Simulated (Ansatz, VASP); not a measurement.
**Sr: VASP beside Ansatz**

File INCAR:

```
SYSTEM = Sr
PREC = Accurate ; ENCUT = 520
EDIFF = 1E-6 ; ISMEAR = 0
SIGMA = 0.05 ; LREAL = .False.
LASPH = .True. ; NELM = 100
ALGO = Normal ; ISIF = 2
LWAVE = .False. ; LCHARG = .False.
GGA = PE ; NBANDS = 11
```

Contents of KPOINTS:

```
regular mesh
0
Gamma
  6 6 8
  0 0 0
```

File POSCAR:

```
Sr
1.0
   11.2831972119     -0.0964713911      0.0128555271
   -5.7251452814      9.9162589630     -0.0257443639
    0.0051727009     -0.0089748572      4.4970666126
Sr
1
Direct
    0.0000000000      0.0000000000      0.0000000000
```

Input for Ansatz:

```yaml
crystal:
  lattice:
    - [11.2831972119, -0.0964713911, 0.0128555271]
    - [-5.7251452814, 9.916258963, -0.0257443639]
    - [0.0051727009, -0.0089748572, 4.4970666126]
  atoms:
    - { symbol: Sr, position: [0.0, 0.0, 0.0] }
basis:
  ecutwfc: 420
kpoints:
  mp_grid: { grid: [6, 6, 8] }
hamiltonian:
  xc: pbe
scf:
  occupations: { method: gaussian, width: 0.05 }
output:
  forces: true
  stress: true
  eigenvalues: true
```

Alike in both runs: task single point; functional PBE; k mesh 6 × 6 × 8; occupations gaussian, width 0.05 eV; no spin polarisation.

|  | VASP | Ansatz |
| --- | --- | --- |
| version | VASP 6.6.1 | Ansatz 0.2.0 |
| potentials or method | VASP PAW PBE potentials, release 64 (Sr_sv) | scalar-relativistic, plane waves, PAW |
| plane-wave cutoff (eV) | 520 | 420 |
| valence electrons in the cell | 10 | 10 |

VASP gave:

- gap on the k mesh at the Fermi level (eV): 0.35
- least direct gap on the mesh (eV): 0.35
- pressure (GPa): 0.0

Q: What did Ansatz give for the same quantities?

A: gap on the k mesh at the Fermi level (eV): 0.34; least direct gap on the mesh (eV): 0.35; pressure (GPa): 0.0.

Ansatz warned: «structure_snapped_to_symmetry».
